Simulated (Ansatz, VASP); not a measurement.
## Rb in VASP and in Ansatz

```
Rb
1.0
    -2.80600    2.80600    2.66570
     2.80600   -2.80600    2.66570
     2.80600    2.80600   -2.66570
Rb
1
Direct
  0.00000 0.00000 0.00000
```

Change from the starting cell: strain +0.000 along x and y, -0.050 along z, atoms carried along.

Alike in both runs: task single point; functional PBEsol; k mesh 12 × 12 × 12; occupations gaussian, width 0.15 eV; no spin polarisation.

|  | VASP | Ansatz |
| --- | --- | --- |
| version | VASP 6.6.1 | Ansatz 0.2.0 |
| potentials or method | VASP PAW PBE potentials, release 64 (Rb_sv) | scalar-relativistic, plane waves, PAW |
| plane-wave cutoff (eV) | 520 | 420 |
| valence electrons in the cell | 9 | 9 |

```tsv
	VASP	Ansatz	Ansatz less VASP
gap on the k mesh at the Fermi level (eV)	none	none	-
pressure (GPa)	0.1	0.1	0.00
```

A gap of «none» marks a metal or a gap that the smearing closes.

Caveats: the PAW data sets were made with another functional, which shifts forces and pressure a little (VASP).
